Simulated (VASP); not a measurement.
# CuAu (R-3m) in VASP: single point with PBE

Aim: the single point of CuAu with PBE.

Everything below comes from runs of VASP 6.6.1. Logs are shortened: lines on timing, memory, paths and dates and some standing lists are left out, and cuts for length are marked.

## 1. The crystal as given

It takes space group R-3m (No. 166, trigonal). The conventional cell has a = 2.886 Å, b = 2.886 Å, c = 12.769 Å, α = 90.00°, β = 90.00°, γ = 120.00°. Cu (site symmetry -3m) has 6 Au at 2.70 Å and 6 Cu at 2.89 Å as nearest neighbours. Au (site symmetry -3m) is surrounded by 6 Cu at 2.70 Å and 6 Au at 2.89 Å.

The cell comes from a database or a generator and needn't be the stable form of this composition.

## 2. Single point, PBE

Input file INCAR:

```
PREC = Accurate
ENCUT = 520
EDIFF = 1E-6
ISMEAR = 0
SIGMA = 0.15
LREAL = F
LASPH = T
NELM = 100
ALGO = Fast
ISIF = 2
LWAVE = F
LCHARG = F
GGA = PE
NBANDS = 18
```

Input file KPOINTS:

```
regular mesh
0
Gamma
  21 21 21
```

Input file POSCAR:

```
CuAu
1.0
    1.4430568479      0.8331492596      4.2561707609
   -1.4430568479      0.8331492596      4.2561707609
    0.0000000000     -1.6662985192      4.2561707609
Cu Au
1 1
Direct
    0.5000000000      0.5000000000      0.5000000000
    0.0000000000      0.0000000000      0.0000000000
```

Potentials or basis: VASP PAW PBE potentials, release 64 (Cu, Au).

Command:

```sh
$ cat potpaw_PBE.64/Cu/POTCAR potpaw_PBE.64/Au/POTCAR > POTCAR
$ mpirun -np 1 vasp_std > vasp.out
```

OUTCAR:

```text
PREC = Accurate
   ENCUT = 520
   EDIFF = 1E-6
   ISMEAR = 0
   LREAL = F
   LASPH = T
   NELM = 100
   ISIF = 2
   GGA = PE

 ion  position               nearest neighbor table
   1  0.500  0.500  0.500-   2 2.70   2 2.70   2 2.70   2 2.70   2 2.70   2 2.70
   2  0.000  0.000  0.000-   1 2.70   1 2.70   1 2.70   1 2.70   1 2.70   1 2.70

  LATTYP: Found a trigonal (rhomboedric) cell.
 ALAT       =     4.5707264522
 COS(alpha) =     0.8006453295

  Lattice vectors:

 A1 = (   1.4430568479,   0.8331492596,   4.2561707609)
 A2 = (  -1.4430568479,   0.8331492596,   4.2561707609)
 A3 = (   0.0000000000,  -1.6662985192,   4.2561707609)

Analysis of symmetry for initial positions (statically):
=====================================================================
 Subroutine PRICEL returns:
 Original cell was already a primitive cell.

 Routine SETGRP: Setting up the symmetry group for a
 trigonal (rhombohedral) supercell.

 Subroutine GETGRP returns: Found 12 space group operations
 (whereof 12 operations were pure point group operations)
 out of a pool of 12 trial point group operations.

The static configuration has the point symmetry D_3d.

Analysis of symmetry for dynamics (positions and initial velocities):
=====================================================================
 Subroutine PRICEL returns:
 Original cell was already a primitive cell.

 Routine SETGRP: Setting up the symmetry group for a
 trigonal (rhombohedral) supercell.

 Subroutine GETGRP returns: Found 12 space group operations
 (whereof 12 operations were pure point group operations)
 out of a pool of 12 trial point group operations.

The dynamic configuration has the point symmetry D_3d.

 Subroutine INISYM returns: Found 12 space group operations
 (whereof 12 operations are pure point group operations),
 and found     1 'primitive' translations

----------------------------------------------------------------------------------------

                                     Primitive cell

  volume of cell :      30.7027

  direct lattice vectors                    reciprocal lattice vectors
     1.443056848  0.833149260  4.256170761     0.346486696  0.200044187  0.078317660
    -1.443056848  0.833149260  4.256170761    -0.346486696  0.200044187  0.078317660
     0.000000000 -1.666298519  4.256170761     0.000000000 -0.400088375  0.078317660

  length of vectors
     4.570726452  4.570726452  4.570726452     0.407681694  0.407681694  0.407681694

  position of ions in fractional coordinates (direct lattice)
     0.500000000  0.500000000  0.500000000
     0.000000000  0.000000000  0.000000000

  ion indices of the primitive-cell ions
   primitive index   ion index
                 1           1
                 2           2

----------------------------------------------------------------------------------------

 KPOINTS: regular mesh

Automatic generation of k-mesh.
 Grid dimensions read from file:
 generate k-points for:   21   21   21

 Generating k-lattice:

  Cartesian coordinates                     Fractional coordinates (reciprocal lattice)
     0.016499366  0.009525914  0.003729412     0.047619048  0.000000000  0.000000000
    -0.016499366  0.009525914  0.003729412     0.000000000  0.047619048  0.000000000
     0.000000000 -0.019051827  0.003729412     0.000000000  0.000000000  0.047619048

  Length of vectors
     0.019413414  0.019413414  0.019413414

  Shift w.r.t. Gamma in fractional coordinates (k-lattice)
     0.000000000  0.000000000  0.000000000

 Subroutine IBZKPT returns following result:
 ===========================================

 Found    891 irreducible k-points:

 Following reciprocal coordinates:
            Coordinates               Weight
  0.000000  0.000000  0.000000      1.000000
  0.047619  0.000000  0.000000      6.000000
  0.095238  0.000000 -0.000000      6.000000
  0.142857  0.000000 -0.000000      6.000000
  0.190476  0.000000 -0.000000      6.000000
  0.238095  0.000000  0.000000      6.000000
[... 16 lines left out ...]
 -0.428571  0.047619  0.000000     12.000000
 -0.380952  0.047619  0.000000     12.000000
 [... further k-points ...]
   k-points           NKPTS =    891   k-points in BZ     NKDIM =    891   number of bands    NBANDS=     18
   number of dos      NEDOS =    301   number of ions     NIONS =      2
   total plane-waves  NPLWV =  46656
   dimension x,y,z NGX =    36 NGY =   36 NGZ =   36
   dimension x,y,z NGXF=    72 NGYF=   72 NGZF=   72
   ions per type =               1   1
   NGX,Y,Z   is equivalent  to a cutoff of  13.09, 13.09, 13.09 a.u.
   NGXF,Y,Z  is equivalent  to a cutoff of  26.19, 26.19, 26.19 a.u.
 SYSTEM =  unknown system
   PREC   = accura    normal or accurate (medium, high low for compatibility)
   ISTART =      0    job   : 0-new  1-cont  2-samecut
   ICHARG =      2    charge: 1-file 2-atom 10-const
   ISPIN  =      1    spin polarized calculation?
   LNONCOLLINEAR =      F non collinear calculations
   LSORBIT =      F    spin-orbit coupling
   LASPH  =      T    aspherical Exc in radial PAW
   ENCUT  =  520.0 eV  38.22 Ry    6.18 a.u.   8.50  8.50  8.50*2*pi/ulx,y,z
   NELM   =    100;   NELMIN=  2; NELMDL= -5     # of ELM steps
   EDIFF  = 0.1E-05   stopping-criterion for ELM
   LREAL  =      F    real-space projection
   EDIFFG = 0.1E-04   stopping-criterion for IOM
   NSW    =      0    number of steps for IOM
   IBRION =     -1    ionic relax: 0-MD 1-quasi-New 2-CG
   NFREE  =      0    steps in history (QN), initial steepest desc. (CG)
   ISIF   =      2    stress and relaxation
   ISYM   =      2    0-nonsym 1-usesym 2-fastsym
   POTIM  = 0.5000    time-step for ionic-motion
   TEBEG  =    0.0;   TEEND  =   0.0 temperature during run
   PSTRESS=    0.0 pullay stress
   NELECT =      22.0000    total number of electrons
   NUPDOWN=      -1.0000    fix difference up-down
   EMIN   =  10.00;   EMAX   =-10.00  energy-range for DOS
   EFERMI =   0.00;   METHOD = LEGACY
   ISMEAR =     0;   SIGMA  =   0.15  broadening in eV -4-tet -1-fermi 0-gaus
   EFERMI_NEDOS =   21; number of points for ismear=-14 and -15
   IALGO  =     68    algorithm
   IMIX   =      4    mixing-type and parameters
     AMIX     =   0.40;   BMIX     =  1.00
     AMIX_MAG =   1.60;   BMIX_MAG =  1.00
  volume/ion in A,a.u.               =      15.35       103.60
  Fermi-wavevector in a.u.,A,eV,Ry     =   1.464952  2.768359 29.199270  2.146086
  Thomas-Fermi vector in A             =   2.580867
   LORBIT       =      0    0 simple, 1 ext, 2 COOP (PROOUT), +10 PAW based schemes
   GGA     = PE    functional components
   LHFCALC =     F    Hartree Fock is set to
   AEXX    =    0.0000 exact exchange contribution
   IVDW    =     0    specifies the selected vdW correction
   LEPSILON=     F    determine dielectric tensor
   LRPA    =     F    only Hartree local field effects (RPA)
 non-spin polarized calculation
 RMM-DIIS sequential band-by-band and
 Gauss-broadening in eV      SIGMA  =   0.15
  energy-cutoff  :      520.00
  volume of cell :       30.70
 maximum number of plane-waves:       861
 NGX is ok and might be reduce to    36
   NGX = 17   NGY = 17   NGZ = 17

 number of electron      21.9999999 magnetization

 Free energy of the ion-electron system (eV)
  ---------------------------------------------------
  ext. energy  EPLUGINS =         0.00000000
  ---------------------------------------------------
  free energy    TOTEN  =        -6.92993051 eV

  energy without entropy =       -6.92304005  energy(sigma->0) =       -6.92648528

 E-fermi :   7.9799     XC(G=0): -12.3394

 val. band max:        7.9792987478   @ k =  -0.3810   0.1429   0.1429
 cond. band min:       7.9811344381   @ k =  -0.2381   0.2857   0.2381
 fundamental gap:      0.0018356902
 Fermi energy:         7.9799266838

 k-point     1 :       0.0000    0.0000    0.0000
  band No.  band energies     occupation
      1      -1.3706      2.00000
      2       1.6343      2.00000
      3       3.3010      2.00000
      4       3.3010      2.00000
      5       4.2857      2.00000
      6       4.2857      2.00000
[... 10 lines left out ...]
     17      25.4442      0.00000
     18      28.0641      0.00000

 k-point     2 :       0.0476    0.0000    0.0000
  band No.  band energies     occupation
      1      -1.3004      2.00000
      2       1.6750      2.00000
      3       3.2730      2.00000
      4       3.3441      2.00000
      5       4.2302      2.00000
      6       4.2879      2.00000
[... 10 lines left out ...]
     17      25.2901      0.00000
     18      27.5704      0.00000

 k-point     3 :       0.0952    0.0000   -0.0000
  band No.  band energies     occupation
      1      -1.0926      2.00000
      2       1.7929      2.00000
      3       3.1964      2.00000
      4       3.4710      2.00000
      5       4.0693      2.00000
      6       4.2947      2.00000
[... 10 lines left out ...]
     17      24.9669      0.00000
     18      26.4468      0.00000

 k-point     4 :       0.1429    0.0000   -0.0000
  band No.  band energies     occupation
      1      -0.7562      2.00000
      2       1.9718      2.00000
      3       3.0966      2.00000
      4       3.6728      2.00000
      5       3.8254      2.00000
      6       4.3073      2.00000
[... 375 lines left out ...]
      4       4.1789      2.00000
      5       4.3253      2.00000
      6       4.8342      2.00000
[... 10 lines left out ...]
     17      20.5504      0.00000
     18      21.5534      0.00000

 k-point    23 :      -0.4286    0.0476    0.0000
  band No.  band energies     occupation
      1       1.4272      2.00000
      2       2.2779      2.00000
      3       3.3210      2.00000
      4       4.1752      2.00000
      5       4.3444      2.00000
      6       4.8425      2.00000
[... 10 lines left out ...]
     17      20.9182      0.00000
     18      22.2809      0.00000

 k-point    24 :      -0.3810    0.0476    0.0000
  band No.  band energies     occupation
      1       1.4149      2.00000
      2       2.3438      2.00000
      3       3.0340      2.00000
      4       4.1629      2.00000
      5       4.2336      2.00000
      6       4.8808      2.00000
[... 10 lines left out ...]
     17      21.3681      0.00000
     18      23.1032      0.00000

 [... further k-points ...]

------------------------ aborting loop because EDIFF is reached ----------------------------------------

  FORCE on cell =-STRESS in cart. coord.  units (eV):
  Direction    XX          YY          ZZ          XY          YZ          ZX
  --------------------------------------------------------------------------------------
  -------------------------------------------------------------------------------------
  Total       -0.2844487     -0.2844487     -0.1113557     -0.0000000     -0.0000000     -0.0000000
  in kB      -14.8435597    -14.8435597     -5.8109412     -0.0000000     -0.0000000     -0.0000000
  external PRESSURE =     -11.8326868 kB  Pullay stress =       0.0000000 kB

 VOLUME and BASIS-vectors are now :
 -----------------------------------------------------------------------------
  energy-cutoff  :      520.00
  volume of cell :       30.70
      direct lattice vectors                 reciprocal lattice vectors
     1.443056848  0.833149260  4.256170761     0.346486696  0.200044187  0.078317660
    -1.443056848  0.833149260  4.256170761    -0.346486696  0.200044187  0.078317660
     0.000000000 -1.666298519  4.256170761     0.000000000 -0.400088375  0.078317660

 POSITION                                       TOTAL-FORCE (eV/Angst)
 -----------------------------------------------------------------------------------
      0.00000      0.00000      6.38426         0.000000      0.000000      0.000000
      0.00000      0.00000      0.00000         0.000000     -0.000000     -0.000000
 -----------------------------------------------------------------------------------
    total drift:                                0.000000     -0.000000      0.000000

  FREE ENERGIE OF THE ION-ELECTRON SYSTEM (eV)
  ---------------------------------------------------
  free  energy   TOTEN  =        -6.9299305150 eV

  energy  without entropy=       -6.9230400497  energy(sigma->0) =       -6.92648528
```

It took 8.7 min on 1 thread of Intel Xeon 6975P-C (Granite Rapids), shared host; peak memory 0.66 GiB.

What came out:

* Free energy: -6.9299 eV
* Pressure: -1.2 GPa
* Band gap on the k mesh: none (metal or under the smearing width)

Stress tensor (GPa, compression positive):
```
-1.48  0.00  0.00
 0.00 -1.48  0.00
 0.00  0.00 -0.58
```

Spin-orbit coupling is left out, which matters for the levels of Au.
